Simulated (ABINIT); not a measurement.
# Na (Im-3m) in ABINIT: optical spectrum with PBE

Aim: the optical spectrum of Na with PBE.

All numbers are computed with ABINIT 10.8.3 (patched build); they aren't measurements. Logs are shortened: lines on timing, memory, paths and dates and some standing lists are left out, and cuts for length are marked. The log counts tension as positive stress, the text compression.

### 1 Starting point

It takes space group Im-3m (No. 229, cubic). The conventional cell has a = 4.282 Å, b = 4.282 Å, c = 4.282 Å, α = 90.00°, β = 90.00°, γ = 90.00°. Na (site symmetry m-3m) has 8 Na at 3.71 Å as nearest neighbours.

### 2 Optical spectrum, PBE

The input, run.abi:

```
ndtset 3

pp_dirpath "./"
pseudos "Na.upf"

acell 7.0077106546 7.0077106546 7.0077106546
rprim
    -0.5773502692     0.5773502692     0.5773502692
     0.5773502692    -0.5773502692     0.5773502692
     0.5773502692     0.5773502692    -0.5773502692
ntypat 1
znucl 11
natom 1
typat 1
xred
            0.0            0.0            0.0

ecut 1088.455450 eV

ngkpt 12 12 12
nshiftk 2
shiftk
     0.2500000000     0.2500000000     0.2500000000
    -0.2500000000    -0.2500000000    -0.2500000000
istwfk *1

ixc 11

occopt 7
tsmear 0.136 eV

nstep 80

iomode 3
prteig 0
prtebands 0

nband1 9
tolvrs1 1.0e-12
prtden1 1
prtwf1 0
kptopt1 1

iscf2 -3
getden2 1
nband2 14
nbdbuf2 4
tolwfr2 1.0e-12
nstep2 120
prtden2 0
kptopt2 1

optdriver3 8
wfk_task3 "wfk_optics_fullbz"
getwfk3 2
nband3 10
kptopt3 1
prtevk3 1
inclvkb3 2
```

The input, optic.abi:

```
&FILES
 ddkfile_1 = 'runo_DS3_1_EVK.nc',
 ddkfile_2 = 'runo_DS3_2_EVK.nc',
 ddkfile_3 = 'runo_DS3_3_EVK.nc',
 wfkfile = 'runo_DS3_WFK.nc'
/
&PARAMETERS
 broadening = 0.003675,
 domega = 0.002,
 maxomega = 0.8,
 scissor = 0.000000,
 tolerance = 0.002
/
&COMPUTATIONS
 num_lin_comp = 1,
 lin_comp = 11,
 num_nonlin_comp = 0
/
```

Potentials or basis: PseudoDojo NC SR PBE v0.4.1 standard.

The run is started by

```
$ abinit run.abi > log 2>&1
$ optic optic.abi > optic.log 2>&1
```

run.abo:

```text
.Version 10.8.3 of ABINIT
 DATASET    1 : space group Im -3 m (#229); Bravais cI (body-center cubic)
================================================================================
 Values of the parameters that define the memory need for DATASET  1.
     intxc =       0    ionmov =       0      iscf =       7    lmnmax =       4
     lnmax =       4     mgfft =      40  mpssoang =       2    mqgrid =    3001
     natom =       1  nloc_mem =       1    nspden =       1   nspinor =       1
    nsppol =       1      nsym =      48    n1xccc =       0    ntypat =       1
    occopt =       7   xclevel =       2
       mpw =        3270          nfft =       64000          nkpt =         112
================================================================================
================================================================================
[... 13 lines left out ...]
 DATASET    3 : space group Im -3 m (#229); Bravais cI (body-center cubic)
================================================================================
 Values of the parameters that define the memory need for DATASET  3.
     intxc =       0    ionmov =       0      iscf =       7    lmnmax =       4
     lnmax =       4     mgfft =      40  mpssoang =       2    mqgrid =    3001
     natom =       1  nloc_mem =       1    nspden =       1   nspinor =       1
    nsppol =       1      nsym =      48    n1xccc =       0    ntypat =       1
    occopt =       7   xclevel =       2
       mpw =        3270          nfft =       64000          nkpt =         112
================================================================================
================================================================================

--------------------------------------------------------------------------------
------------- Echo of variables that govern the present computation ------------
--------------------------------------------------------------------------------
 -outvars: echo values of preprocessed input variables --------
            acell      7.0077106546E+00  7.0077106546E+00  7.0077106546E+00 Bohr
              amu      2.29897680E+01
             ecut      4.00000000E+01 Hartree
           getden1          0
           getden2          1
           getden3          0
           getwfk1          0
           getwfk2          0
           getwfk3          2
             iscf1          7
             iscf2         -3
             iscf3          7
              ixc          11
           jdtset        1    2    3
                       outvar_i_n : Printing only first  50 k-points.
         kptrlatt       12    0   12      0   12   12    -12  -12    0
          kptrlen      9.71016872E+01
            natom           1
            nband1          9
            nband2         14
            nband3         10
           nbdbuf1          0
           nbdbuf2          4
           nbdbuf3          0
           ndtset           3
            ngfft          40      40      40
             nkpt         112
            nstep1         80
            nstep2        120
            nstep3         80
             nsym          48
[... 271 lines left out ...]
 reduced coordinates (array xred) for    1 atoms
       0.000000000000      0.000000000000      0.000000000000

 cartesian coordinates (angstrom) at end:
    1      0.00000000000000     0.00000000000000     0.00000000000000
 length scales=  7.007710654600  7.007710654600  7.007710654600 bohr
              =  3.708320776501  3.708320776501  3.708320776501 angstroms
 Eigenvalues (hartree) for nkpt= 112  k points:
 kpt#   1, nband= 14, wtk=  0.00231, kpt= -0.0208 -0.0208  0.0625 (reduced coord)
  -1.93170   -0.89960   -0.89957   -0.89957   -0.09661    0.41751    0.41751    0.42551
   0.46035    0.46035    0.49222    0.49806    0.49806    0.50730
      occupation numbers for kpt#   1
   2.00000    2.00000    2.00000    2.00000    2.00000    0.00000    0.00000    0.00000
   0.00000    0.00000    0.00000    0.00000    0.00000    0.00000
 prteigrs : prtvol=0 or 1, do not print more k-points.

--- !EnergyTerms
iteration_state     : {dtset: 2, }
comment             : Components of total free energy in Hartree
kinetic             :  2.77915753710155E+01
hartree             :  2.05656646364621E+01
xc                  : -6.85476680519055E+00
Ewald energy        : -1.82145903706476E+01
psp_core            :  3.18017421951183E-01
local_psp           : -5.45181026703348E+01
non_local_psp       : -1.48016747817913E+01
internal            : -4.57138771985355E+01
'-kT*entropy'       : -1.72687922712343E-04
total_energy        : -4.57140498864582E+01
...

--- !EnergyTermsDC
iteration_state     : {dtset: 2, }
comment             : '"Double-counting" decomposition of free energy'
band_energy         : -9.29122432659513E+00
Ewald energy        : -1.82145903706476E+01
psp_core            :  3.18017421951183E-01
xc_dc               : -1.85260801541023E+01
internal            : -4.57138774293939E+01
'-kT*entropy'       : -1.72687922712343E-04
total_energy_dc     : -4.57140501173166E+01
...

================================================================================
== DATASET  3 ==================================================================

--- !DatasetInfo
iteration_state: {dtset: 3, }
dimensions: {natom: 1, nkpt: 112, mband: 10, nsppol: 1, nspinor: 1, nspden: 1, mpw: 3270, }
cutoff_energies: {ecut:  40.0, pawecutdg:  -1.0, }
electrons: {nelect:   9.00000000E+00, charge:   0.00000000E+00, occopt:   7.00000000E+00, tsmear:   4.99790782E-03, }
meta: {optdriver: 8, wfk_task: 7, }
...

 mkfilename : getwfk/=0, take file _WFK from output of DATASET   2.

 Exchange-correlation functional for the present dataset will be:
  GGA: Perdew-Burke-Ernzerhof functional - ixc=11
  J.P.Perdew, K.Burke, M.Ernzerhof, PRL 77, 3865 (1996)

--------------------------------------------------------------------------------

 Computation of velocity matrix elements (DDK)

 Parameters extracted from the Abinit header:
    ecut:     40.0
    nkpt:    3456
    mband:   14
    nsppol:  1
    nspinor: 1
    useylm:  0
    inclvkb: 2
    bmin: 1, bmax: 14
    Computing diagonal and off-diagonal matrix elements
    Between band index bmin: 1, bmax: 14

== END DATASET(S) ==============================================================
================================================================================

 -outvars: echo values of variables after computation  --------
            acell      7.0077106546E+00  7.0077106546E+00  7.0077106546E+00 Bohr
           etotal1    -4.5714050117E+01
           etotal2    -4.5714050117E+01
           etotal3     0.0000000000E+00
            fcart1    -0.0000000000E+00 -0.0000000000E+00 -0.0000000000E+00
            fcart3     0.0000000000E+00  0.0000000000E+00  0.0000000000E+00
            rprim     -5.7735026920E-01  5.7735026920E-01  5.7735026920E-01
                       5.7735026920E-01 -5.7735026920E-01  5.7735026920E-01
                       5.7735026920E-01  5.7735026920E-01 -5.7735026920E-01
           strten1     1.6339762825E-05  1.6339762825E-05  1.6339762825E-05
                       0.0000000000E+00  0.0000000000E+00  0.0000000000E+00
           strten3     0.0000000000E+00  0.0000000000E+00  0.0000000000E+00
                       0.0000000000E+00  0.0000000000E+00  0.0000000000E+00
 Calculation completed.
```

optic_0001_0001-linopt.out:

```text
#calculated the component:  1  1  of dielectric function
 #broadening:    0.000000E+00    3.675000E-03
 #scissors shift:    0.000000E+00
 #energy window:    7.464639E+01eV    2.743204E+00Ha
 # Energy(eV)         Im(eps(w))
    2.721139E-01    1.780418E-04
    8.163416E-01    6.224895E-04
    1.360569E+00    1.498753E-03
    1.904797E+00    4.324293E-03
    2.449025E+00    3.936590E-02
    2.993252E+00    2.526680E-02
[... 32 lines left out ...]
    2.095277E+01    4.621634E-04
    2.149700E+01    4.600247E-04
[... 169 lines left out ...]
    1.904797E+00    3.638544E-04
    2.449025E+00    1.160906E-03
    2.993252E+00    6.459096E-05
[... 32 lines left out ...]
    2.095277E+01    7.862732E-05
    2.149700E+01    8.952699E-05
 # Energy(eV)         absorption coeff (in 10^6 m-1) = omega Im(eps) / c n(eps)
    1.632683E-01    8.493758E-05
    7.074960E-01    1.797522E-03
    1.251724E+00    7.674377E-03
    1.795951E+00    2.941929E-02
    2.340179E+00    2.265533E-01
    2.884407E+00    7.684901E-01
[... 32 lines left out ...]
    2.084392E+01    4.963956E-02
    2.138815E+01    4.839790E-02
```

It took 2.3 min on 1 thread of Arm Neoverse V2, shared host; peak memory 2.6 GiB.

Results:

| Property | Result |
| --- | --- |
| Free energy | -1243.9427 eV |
| Pressure | -0.5 GPa |

Dielectric function (mean over the directions given):
| energy (eV) | real part | imaginary part |
| --- | --- | --- |
| 0.33 | 1.06 | 0.00 |
| 0.76 | 1.06 | 0.00 |
| 1.31 | 1.06 | 0.00 |
| 1.74 | 1.07 | 0.00 |
| 2.29 | 1.11 | 0.01 |
| 2.83 | 0.94 | 0.08 |
| 3.27 | 1.02 | 0.01 |
| 3.81 | 1.07 | 0.04 |
| 4.25 | 1.00 | 0.03 |
| 4.79 | 1.02 | 0.01 |
| 5.33 | 1.02 | 0.04 |
| 5.77 | 1.01 | 0.01 |
| 6.31 | 1.03 | 0.01 |
| 6.75 | 1.01 | 0.02 |
| 7.29 | 1.02 | 0.01 |
| 7.84 | 1.03 | 0.01 |
| 8.27 | 1.01 | 0.01 |
| 8.82 | 1.02 | 0.01 |
| 9.36 | 1.02 | 0.02 |
| 9.80 | 1.02 | 0.01 |
| 10.34 | 1.03 | 0.01 |
| 10.78 | 1.02 | 0.01 |
| 11.32 | 1.02 | 0.00 |
| 11.86 | 1.02 | 0.01 |
| 12.30 | 1.02 | 0.01 |
| 12.84 | 1.03 | 0.01 |
| 13.28 | 1.02 | 0.01 |
| 13.82 | 1.03 | 0.00 |
| 14.37 | 1.03 | 0.00 |
| 14.80 | 1.03 | 0.01 |
| 15.35 | 1.03 | 0.00 |
| 15.89 | 1.03 | 0.01 |
| 16.33 | 1.03 | 0.00 |
| 16.87 | 1.03 | 0.01 |
| 17.31 | 1.03 | 0.00 |
| 17.85 | 1.03 | 0.00 |
| 18.39 | 1.03 | 0.00 |
| 18.83 | 1.03 | 0.00 |
| 19.38 | 1.03 | 0.01 |
| 19.92 | 1.03 | 0.00 |

Caveat: the intraband (Drude) term is left out; spectra need much finer meshes, so this one isn't converged; independent-particle spectra lack excitons.
